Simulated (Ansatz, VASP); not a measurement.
# P in VASP and in Ansatz

```
CELL_PARAMETERS angstrom
-1.46220 1.46220 1.46220
1.46220 -1.46220 1.46220
1.46220 1.46220 -1.46220
ATOMIC_POSITIONS crystal
P 0.00000 0.00000 0.00000
```

Alike in both runs: task single point; functional LDA; k mesh 16 × 16 × 16; occupations fermi-dirac, width 0.1 eV; no spin polarisation.

```csv
,VASP,Ansatz
version,VASP 6.6.1,Ansatz 0.2.0
potentials or method,"VASP PAW LDA potentials, release 64 (P)","plane waves (420 eV) with PAW, scalar-relativistic"
plane-wave cutoff (eV),520,420
valence electrons in the cell,5,5
```

Ansatz gave:

* pressure (GPa): 10.6

Question: What did VASP give for the same quantities?

Answer: Pressure (GPa): 10.4.

Ansatz warned: «pseudo_functional_mismatch».
